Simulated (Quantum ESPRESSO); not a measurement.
Runs of Quantum ESPRESSO 7.5 on Cu. The structure is cubic, space group Fm-3m (No. 225). The conventional cell has a = 3.615 Å, b = 3.615 Å, c = 3.615 Å, α = 90.00°, β = 90.00°, γ = 90.00°. Around Cu (site symmetry m-3m) lie 12 Cu at 2.56 Å. 

```tsv
task	level	potentials or basis	U	cell	k mesh	cutoff (eV)	smearing	start of the occupations	hubbard projectors	mixing beta	k mesh for the Wannier functions	projections	other keys	gap on the mesh (eV)	pressure (GPa)
Wannier functions	PBE+U	JTH 2.0 PBE	Cu d U = 4 eV	as given	10 × 10 × 10	490	fermi-dirac 0.05 eV	default	atomic	0.3	8 × 8 × 8	Cu spd	-	none	-
Wannier functions	PBE	Ansatz NC SR PBE	-	as given	10 × 10 × 10	1252	fermi-dirac 0.05 eV	-	-	0.5	8 × 8 × 8	-	-	none	(a)
single point	PBE	SSSP 1.3 efficiency PBE	-	as given	13 × 13 × 13	748	fermi-dirac 0.05 eV	-	-	0.5	-	-	-	none	1.2
phonons	SOGGA	SSSP 1.3 efficiency PBE	-	relaxed from: volume scaled by 0.8	12 × 12 × 12, shifted	748	cold 0.2 eV	-	-	0.5	-	-	verbose = yes; k = 12 × 12 × 12	none	44.9
single point	PBE	SSSP 1.3 efficiency PBE	-	cell strained at random at fixed volume	13 × 13 × 13	748	fermi-dirac 0.05 eV	-	-	0.5	-	-	-	none	1.3
```

Alike in all rows: no spin polarisation.

Problem. Estimate the missing entries.

Solution. (a) 1.8.

Caveats: the cutoff is low for these files, which shifts pressure and relaxed volume (some runs); the cutoff lies well under what these potentials need, so the values aren't converged (some runs); the Wannier minimisation didn't converge (some runs); U without spin polarisation on a metal has little footing (some runs); the U is typed as a test and isn't derived for this compound (some runs); the potentials were made for another functional, which shifts forces and pressure (some runs); SOGGA exchange is joined with the correlation of PBE here (some runs).

A gap of «none» marks a metal or a gap under the smearing width.

The runs don't all hold the same shells in valence.
